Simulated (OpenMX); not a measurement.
Runs of OpenMX 3.8.5 on CuI (Marshite). It takes space group F-43m (No. 216, cubic). The conventional cell has a = 6.063 Å, b = 6.063 Å, c = 6.063 Å, α = 90.00°, β = 90.00°, γ = 90.00°. I (site symmetry -43m) is surrounded by 4 Cu at 2.63 Å. Cu (site symmetry -43m) is surrounded by 4 I at 2.63 Å. 

```tsv
task	level	potentials or basis	spin	U	cell	k mesh	hubbard projector	start of the occupations	hubbard shell	mixing scheme	SCF threshold	gap on the mesh (eV)	pressure (GPa)	moment (μB)
density of states	LDA-PW92+U	OpenMX 2013 LDA set, I7.0-s3p2d2f1, Cu6.0H-s3p2d1, grid cutoff 500 Ry	collinear, random start	Cu U = 2 eV	as given	7 × 7 × 7	dual	orbital polarisation	Cu d	rmm-diis	1e-07 Ha	1.45	-	0.00
density of states	LDA+U	OpenMX 2013 LDA set, I7.0-s3p2d2f1, Cu6.0H-s3p2d1, grid cutoff 500 Ry	collinear, ferromagnetic start	Cu U = 5 eV	as given	7 × 7 × 7	onsite	orbital polarisation	Cu d	rmm-diis	1e-07 Ha	1.87	-	0.00
single point	PBE	OpenMX 2013 PBE set, I7.0-s3p2d2f1, Cu6.0H-s3p2d2, grid cutoff 500 Ry	off	-	as given	9 × 9 × 9	-	-	-	rmm-diisk	1e-08 Ha	(b)	(a)	-
single point	PBE	OpenMX 2013 PBE set, I7.0-s3p2d2f1, Cu6.0H-s3p2d2, grid cutoff 500 Ry	off	-	atoms moved at random, drawn with an rms of 0.05 Å	9 × 9 × 9	-	-	-	rmm-diisk	1e-08 Ha	1.29	1.9	-
single point	PBE+D4	OpenMX 2013 PBE set, I7.0-s3p3d2f1, Cu6.0S-s3p2d2f1, grid cutoff 500 Ry	off	-	volume scaled by 0.92	9 × 9 × 9	-	-	-	rmm-diisk	1e-08 Ha	1.45	0.9	-
atomic charges	LDA+U	OpenMX 2013 LDA set, I7.0-s3p3d2f1, Cu6.0S-s3p2d2f1, grid cutoff 500 Ry	collinear, random start	Cu U = 4.5 eV	as given	7 × 7 × 7	dual	orbital polarisation	Cu d	rmm-diisk	1e-07 Ha	1.83	-	0.00
```

Alike in all rows: smearing fermi-dirac 0.05 eV.

Q: Estimate the missing entries.

A: (a) 1.8; (b) 1.30.

Caveats: spin-orbit coupling is left out, which moves the levels of the heavy elements; the basis of atomic orbitals isn't converged, which shifts pressures, moduli and gaps; U acts on the first radial function of the shell alone, so its value doesn't carry over to other programs (some runs); the transition metal has a single d function, too few for pressures, volumes and moments (some runs).

A k mesh can miss the band edges, and the runs leave out spin-orbit coupling on I.

The runs don't all hold the same shells in valence.
